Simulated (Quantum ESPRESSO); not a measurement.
Crystal: Ag.

```xyz
1
Lattice="-1.6104 1.6535 1.6182 1.6593 -1.6605 1.6741 1.6393 1.6895 -1.6252" Properties=species:S:1:pos:R:3 pbc="T T T"
Ag    0.0000    0.0000    0.0000
```

This isn't the form of Ag at room conditions, which is fcc.

Base run:

| Item | Value |
| --- | --- |
| Program | Quantum ESPRESSO 7.5 |
| Functional | PBE |
| Potentials or basis | SSSP 1.3 efficiency PBE |
| Cutoff | 816 eV |
| Density cutoff | 3265 eV |
| k mesh | 11 × 11 × 11 |
| Occupations | fermi-dirac, width 0.05 eV |
| Spin | no spin polarisation |

Its results: band gap on the k mesh none (metal or under the smearing width); pressure -0.9 GPa.

**Question.** The run is repeated on the same cell with these changes: functional from PBE to vdW-DF; potentials or basis from SSSP 1.3 efficiency PBE to GBRV 1.5 PBE; cutoff from 816 eV to 612 eV; density cutoff from 3265 eV to 4898 eV. What comes out?

**Answer.** Band gap on the k mesh none (metal or under the smearing width); pressure 4.1 GPa.

Caveats: the potentials were made for another functional, which shifts forces and pressure (some runs).
